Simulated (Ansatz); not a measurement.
## GaAs: phonons with PBE

The system is GaAs.

```xyz
2
Lattice="-1.8808 1.8808 3.0259 1.8808 -1.8808 3.0259 1.8808 1.8808 -3.0259" Properties=species:S:1:pos:R:3 pbc="T T T"
Ga    0.0000    0.0000    0.0000
As    0.0000    0.0000    3.0259
```

The cell was built by a generator and needn't be a form met in nature.

- Program: Ansatz 0.2.0
- Task: phonons
- Functional: PBE
- Potentials or basis: all-electron LAPW, scalar-relativistic
- Cutoff: 254 eV (chosen from the basis error)
- Basis error allowed: 0.002 eV/atom
- k mesh: 10 × 10 × 10
- Occupations: fermi-dirac, width 0.05 eV
- Spin: no spin polarisation

- Band gap on the k mesh: none (metal or under the smearing width)
- Highest phonon frequency at Γ: 133 cm⁻¹
- Most unstable mode: 130i cm⁻¹

Levels at points of the mesh, in eV from the Fermi level:
```
              k point  band 20  band 21  band 22  band 23  band 24  band 25
   (0.00, 0.00, 0.00)    -0.69    -0.38    -0.38     0.81     5.00     6.69
  (0.00, 0.00, -0.50)    -4.94    -3.98    -3.17    -1.60     3.76     7.14
  (0.00, -0.50, 0.00)    -7.16    -0.18     0.56     1.88     3.36     3.41
(-0.50, -0.50, -0.50)    -4.84    -2.72    -1.87    -1.87     4.22     9.51
```

Phonon frequencies in cm⁻¹ (negative: imaginary):
```tsv
q point	frequencies
(0.000, 0.000, 0.000)	-130 0 0 0 133 133
```

Run time: 3.2 min on 1 thread of Arm Neoverse V1, with other jobs on the host, peak memory 0.5 GiB.

Caveat: a metal's response needs a denser mesh; some modes are imaginary.
